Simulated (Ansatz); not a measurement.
Runs of Ansatz 0.2.0 on Be2C. The structure is cubic, space group Fm-3m (No. 225). The conventional cell has a = 4.330 Å, b = 4.330 Å, c = 4.330 Å, α = 90.00°, β = 90.00°, γ = 90.00°. C (site symmetry m-3m) has 8 Be at 1.87 Å as nearest neighbours. Be (site symmetry -43m) has 4 C at 1.87 Å as nearest neighbours. 

```csv
screening (1/Å),gap on the mesh (eV),pressure (GPa)
0.4,1.58,-3.0
0.3,1.73,-3.3
0.15,(c),-3.5
0.1,(a),-3.6
0.6,(b),-2.4
0.2,1.93,-3.5
```

Alike in all rows: task single point; level HSE06 form with a typed share of exact exchange; potentials or basis Ansatz PAW; no spin polarisation; cell as given; k mesh 6 × 6 × 6; cutoff (eV) 420; smearing fermi-dirac 0.05 eV.

Question: Estimate the missing entries.

Answer: (a) 2.21; (b) 1.40; (c) 2.06.

Caveats: the PAW data sets come from PBE, with cores solved anew for the run's functional, which leaves a small shift of forces and pressure; the thresholds are loose for stress.

A k mesh can miss the band edges.
